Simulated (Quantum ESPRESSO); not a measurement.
# Nb under changes of volume

One of the cells (18.428 Å³/atom); the others are scaled copies at fixed shape and fractional positions:

```
CELL_PARAMETERS angstrom
-1.66395 1.66395 1.66395
1.66395 -1.66395 1.66395
1.66395 1.66395 -1.66395
ATOMIC_POSITIONS crystal
Nb 0.00000 0.00000 0.00000
```

```yaml
Program: Quantum ESPRESSO 7.5
Functional: PBEsol
Potentials_or_basis: PseudoDojo 0.4.1 SR PBEsol standard
Cutoff: 1116 eV
Density_cutoff: 4463 eV
k_mesh: 11 × 11 × 11
Occupations: fermi-dirac, width 0.05 eV
Spin: no spin polarisation
```

```csv
volume (Å³/atom),energy over the lowest point (meV/atom),pressure (GPa)
17.322,?,?
17.691,0.00,-0.8
18.060,5.63,-4.3
18.428,19.09,-7.6
18.797,39.79,-10.6
19.165,67.12,-13.3
19.534,100.45,-15.7
```

Question: What does the run at 17.322 Å³/atom give?

Answer: Energy over the lowest point 2.80 meV/atom; pressure 3.1 GPa.

Worked out: A Birch-Murnaghan fit of order 3 (a polynomial in V^(-2/3)) to the other rows has its minimum at 17.63 Å³/atom, just outside them, with B0 = V·E''(V) = 182 GPa and B' = 3.3. It gives 3.05 meV/atom at 17.322 Å³/atom, against the run's 2.80, and -dE/dV = 3.3 GPa, against 3.1.

Energies are extrapolated to zero smearing.
